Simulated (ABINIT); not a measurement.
# BeTe (F-43m): G0W0 with ABINIT, start to end, part 3 of 3

Wanted: ground state, empty states, screening and self-energy for BeTe (F-43m).

ABINIT 10.8.3; PBE and many-body steps on it, plane waves. Known limits of the many-body steps: not at the basis limit; no spin-orbit coupling; coarse k mesh.

So far. Step 4 (Empty states on the mesh, 4×4×4 mesh, 140 bands): On this mesh the gap is 2.027 eV. Step 5 (Screening, 4×4×4 mesh, 132 bands, screening to 163.3 eV): Local fields lower ε∞ by 13 %. On a Γ-centred mesh this coarse the value itself is usually too large, while a short band sum pulls it down.

### 6. Self-energy, 4×4×4 mesh, 132 bands, screening to 163.3 eV

The self-energy is evaluated for the states that the input lists, and the levels follow from it, in one-shot runs by the linearised quasiparticle equation.

This step: G0W0 on PBE, plane waves, norm-conserving pseudopotentials.

run.abi

```
acell 3*1.0 Angstrom
rprim 
  -0.000000000000 2.831458787600 2.831458787600
  2.831458787600 0.000000000000 2.831458787600
  2.831458787600 2.831458787600 0.000000000000
ntypat 2
znucl 4 52
natom 2
typat 1 2
xred 
  0.000000000000 0.000000000000 0.000000000000
  0.750000000000 0.750000000000 0.750000000000
pp_dirpath "pseudos"
pseudos "Be.upf, Te.upf"
ecut 49
ngkpt 4 4 4
nshiftk 1
shiftk 0 0 0
kptopt 1
chksymbreak 0
istwfk *1
occopt 1
irdwfk 1
optdriver 4
nband 132
gwcalctyp 0
ecutsigx 49
symsigma 1
nkptgw 2
kptgw 
  0.0000000000 0.0000000000 0.0000000000
  0.5000000000 0.5000000000 0.0000000000
bdgw 
  12 17
  13 16
ecuteps 6
irdscr 1
ppmodel 1
indata_prefix "in"
outdata_prefix "out"
tmpdata_prefix "tmp"
```

The run is started by

```sh
$ OMP_NUM_THREADS=1 mpirun -n 8 abinit run.abi > log
```

Numbers of over 12 decimals in the logs are rounded to 6 here.

Log:

```text
.Version 10.8.3 of ABINIT. v10.8.2 released Aug 2026.

 Symmetries : space group F-4 3 m (#216); Bravais cF (face-center cubic)
[... echo of the input left out ...]
== DATASET  1 ==================================================================
-   mpi_nproc: 8, omp_nthreads: 1 (-1 if OMP is not activated)

--- !DatasetInfo
iteration_state: {dtset: 1, }
dimensions: {natom: 2, nkpt: 8, mband: 132, nsppol: 1, nspinor: 1, nspden: 1, mpw: 5044, }
cutoff_energies: {ecut:  49.0, pawecutdg:  -1.0, }
electrons: {nelect:   2.80000000E+01, charge:   0.00000000E+00, occopt:   1.00000000E+00, tsmear:   1.00000000E-02, }

 SIGMA: Calculation of the GW corrections

 Based on a program developped by R.W. Godby, V. Olevano, G. Onida, and L. Reining.
 Incorporated in ABINIT by V. Olevano, G.-M. Rignanese, and M. Torrent.
.Using double precision arithmetic ; gwpc =  8

[... cell and pseudopotentials left out ...]
--------------------------------------------------------------------------------

 ==== K-mesh for the wavefunctions ====
 Number of points in the irreducible wedge :     8
[... list of points left out ...]
 Together with 24 symmetry operations and time-reversal symmetry
 yields    64 points in the full Brillouin Zone.

 ==== Q-mesh for screening function ====
 Number of points in the irreducible wedge :     8
[... list of points left out ...]
 Together with 24 symmetry operations and time-reversal symmetry
 yields    64 points in the full Brillouin Zone.

 vcoul_init : cutoff-mode = AUXILIARY_FUNCTION
 q-points for optical limit:   1
     1)      0.000010    0.000020    0.000030
 setmesh: FFT mesh size selected  =    48x   48x   48
          total number of points  =       110592

 Number of electrons calculated from density =   28.0000; Expected =   28.0000
 average of density, n =  0.091390
 r_s =    1.3772
 omega_plasma =   29.1612 [eV]

 === KS Band Gaps ===
  >>>> For spin  1
   Minimum direct gap =   3.6438 [eV], located at k-point      :   0.0000  0.0000  0.0000
   Fundamental gap    =   2.0272 [eV], Top of valence bands at :   0.0000  0.0000  0.0000
                                       Bottom of conduction at :   0.5000  0.5000  0.0000
 SIGMA fundamental parameters:
 PLASMON POLE MODEL  1
 number of plane-waves for SigmaX                 5029
 number of plane-waves for SigmaC and W            181
 number of plane-waves for wavefunctions          5029
 number of bands                                   132
 number of independent spin polarizations            1
 number of spinorial components                      1
 number of k-points in IBZ                           8
 number of q-points in IBZ                           8
 number of symmetry operations                      24
 number of k-points in BZ                           64
 number of q-points in BZ                           64
 number of frequencies for dSigma/dE                 9
 frequency step for dSigma/dE [eV]                0.25
 number of omega for Sigma on real axis              0
 max omega for Sigma on real axis  [eV]           0.00
 zcut for avoiding poles [eV]                     0.10

 EPSILON^-1 parameters (SCR file):
 dimension of the eps^-1 matrix on file            181
 dimension of the eps^-1 matrix used               181
 number of plane-waves for wavefunctions          5029
 number of bands                                   132
 number of q-points in IBZ                           8
 number of frequencies                               2
 number of real frequencies                          1
 number of imag frequencies                          1

 matrix elements of self-energy operator (all in [eV])

 Perturbative Calculation

--- !SelfEnergy_ee
iteration_state: {dtset: 1, }
kpoint     : [   0.000,    0.000,    0.000, ]
spin       : 1
KS_gap     :    3.644
QP_gap     :    4.677
Delta_QP_KS:    1.033
data: !SigmaeeData |
     Band     E0 <VxcDFT>   SigX SigC(E0)      Z dSigC/dE  Sig(E)    E-E0       E
       12   5.603 -13.365 -15.205   0.930   0.804  -0.244 -14.097  -0.732   4.871
       13   5.603 -13.365 -15.205   0.930   0.804  -0.244 -14.097  -0.732   4.871
       14   5.603 -13.365 -15.205   0.930   0.804  -0.244 -14.097  -0.732   4.871
       15   9.247 -10.410  -5.838  -4.197   0.803  -0.245 -10.109   0.301   9.548
       16   9.247 -10.410  -5.838  -4.197   0.803  -0.245 -10.109   0.301   9.548
       17   9.247 -10.410  -5.838  -4.197   0.803  -0.245 -10.109   0.301   9.548

--- !SelfEnergy_ee
iteration_state: {dtset: 1, }
kpoint     : [   0.500,    0.500,    0.000, ]
spin       : 1
KS_gap     :    4.605
QP_gap     :    5.565
Delta_QP_KS:    0.960
data: !SigmaeeData |
     Band     E0 <VxcDFT>   SigX SigC(E0)      Z dSigC/dE  Sig(E)    E-E0       E
       13   3.025 -11.868 -14.670   1.648   0.791  -0.265 -12.780  -0.912   2.113
       14   3.025 -11.868 -14.670   1.648   0.791  -0.265 -12.780  -0.912   2.113
       15   7.630  -8.950  -5.056  -3.836   0.817  -0.224  -8.903   0.047   7.677
       16   8.313  -9.805  -5.781  -3.871   0.811  -0.232  -9.681   0.125   8.437

== END DATASET(S) ==============================================================
================================================================================

 -outvars: echo values of variables after computation  --------
           etotal      0.0000000000E+00
            nband         132
             nkpt           8
          spgroup         216
 [... the other variables as echoed above ...]

 Calculation completed.
```

Wall time 12 s (8 MPI ranks of Arm Neoverse N1, shared host); peak memory 1.5 GiB; 88 s of CPU time.

This step gave:

```
G0W0 gap on the points computed              : 2.806 eV
starting gap on the mesh                     : 2.027 eV
k of the valence top                         : 0, 0, 0
k of the conduction bottom                   : 0.5, 0.5, 0
Z at the valence top                         : 0.804
Z at the conduction bottom                   : 0.817
least direct G0W0 gap on the computed points : 4.677 eV
```

The gap on the mesh goes from 2.03 eV to 2.81 eV, a correction of +0.78 eV.

Limits: finite bands, cutoff and mesh; no spin-orbit coupling; coarse k mesh. v1 is the top filled band, c1 the lowest empty one. The levels before and after the correction (eV, zero at the valence-band top of each column):

```
           conduction bottom  valence top
Kohn-Sham               2.03         0.00
     G0W0               2.81         0.00
```

```
                       level  energy (eV)
Kohn-Sham            Γ v3-v1        0.000
Kohn-Sham            Γ c1-c3        3.644
Kohn-Sham  (0.5 0.5 0) v2-v1       -2.578
Kohn-Sham     (0.5 0.5 0) c1        2.027
Kohn-Sham     (0.5 0.5 0) c2        2.710
     G0W0            Γ v3-v1        0.000
     G0W0            Γ c1-c3        4.677
     G0W0  (0.5 0.5 0) v2-v1       -2.758
     G0W0     (0.5 0.5 0) c1        2.806
     G0W0     (0.5 0.5 0) c2        3.566
```

### 7. Where the time went

Times are wall times on 8 MPI ranks of Arm Neoverse N1, shared host. The host was busy with other work, so they are no guide to cost.

```
                          step     time  share  memory (GiB)
                  ground state     18 s    5 %          0.66
bands along the symmetry lines     24 s    7 %          0.59
      empty states on the mesh  3.7 min   62 %            11
                     screening     83 s   23 %           1.9
                   self-energy     12 s    3 %           1.5
```

### 8. What came out

```json
{
 "PBE gap": "2.03 eV, indirect",
 "G0W0 gap on the mesh": "2.81 eV",
 "GW settings": "4×4×4 mesh, 132 bands, screening to 163.3 eV, Godby-Needs plasmon pole",
 "known limits": "not at the basis limit; no spin-orbit coupling; coarse k mesh"
}
```

**Reading.** G0W0 moves the gap on the mesh from 2.03 eV to 2.81 eV (+0.78 eV), with Z of 0.80 and 0.82 at the edges. Local fields lower the RPA ε∞ on this mesh from 10.32 to 8.99; a Γ-centred mesh this coarse tends to raise both, most where the direct gap is narrow, while a short band sum lowers them. Only 2 of the mesh's irreducible points were corrected, so a valley elsewhere could overtake. The dearest step here is «empty states on the mesh». Against experiment, by G0W0@PBE: the gap of 2.81 eV lies +0.11 eV from the measured 2.7 eV (indirect, quoted 1997); the gap of 2.81 eV lies +0.01 eV from the measured 2.8 eV (indirect, quoted 1997). The calculation has static nuclei and no excitons; a measured gap holds zero-point and thermal motion, which mostly lowers it. With atoms this heavy the missing spin-orbit coupling can matter too. Bands and cutoff are finite, so the gap is not at the basis limit. The miss can reach some tenths of an eV and take either sign; the mesh is an error of its own. In the G0W0 run levels were corrected at 2 k points alone, so a gap called «on the mesh» is the least over those, and an edge elsewhere would be missed. The 4×4×4 mesh is coarse for this cell, which bears on the long-range parts of exchange and screening.

[Paths, hosts, dates, memory and timing lines, banners, echoed tables and standing remarks are left out of the program output.]

[Logs are printed without paths, hosts, clocks, repeated set-up lines and the standing remarks that a program may print on its own settings, such as how far it seeks lower states.]

[Runs of the session that timed out or met a known fault of the program may be left out.]

[Hosts, paths, dates, database ids (printed as entryN), source tags and the programs' standing remarks are cut or masked in the printed files.]

[G0W0 gaps are taken among the corrected bands and points alone; a level outside them can change the order at an edge.]

[Where Ansatz stands beside ABINIT at settings called matched, ABINIT's density can come from a denser mesh and the files from another edition; pairs whose starting gaps differed by over 0.03 eV were left out, so agreement reads better than it is.]
